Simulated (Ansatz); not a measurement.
Crystal: As.

```
As
1.0
     1.88080    1.08588    3.51406
    -1.88080    1.08588    3.51406
     0.00000   -2.17176    3.51406
As
2
Direct
  0.22600 0.22600 0.22600
  0.77400 0.77400 0.77400
```

Base run:

- Program: Ansatz 0.2.0
- Functional: r2SCAN0 form with a typed share of exact exchange
- Potentials or basis: Ansatz PAW
- Cutoff: 500 eV (not typed: the program's choice for these potentials)
- k mesh: 5 × 5 × 5
- Occupations: fermi-dirac, width 0.05 eV
- Spin: no spin polarisation

Its results: band gap on the k mesh 0.49 eV, indirect (least direct gap 0.87 eV); pressure 0.5 GPa; largest force 0.133 eV/Å.

**Question.** After a change of settings the same cell gave: band gap on the k mesh 0.75 eV, indirect (least direct gap 1.13 eV); pressure -0.2 GPa; largest force 0.208 eV/Å. Which change was it?
A. functional from r2SCAN0 form with a typed share of exact exchange to r2SCAN0; share of exact exchange from 0.15 to 0.25
B. share of exact exchange from 0.15 to 0.1
C. share of exact exchange from 0.15 to 0.5
D. share of exact exchange from 0.15 to 0.35

**Answer.** A.

Caveats: odd divisions of the mesh miss points on the zone boundary, where band edges often lie, so the gap on the mesh can be too wide; the PAW data sets come from PBE, with cores solved anew for the run's functional, which leaves a small shift of forces and pressure; the thresholds are loose for stress.

Runs at the PBE level aren't shown here.
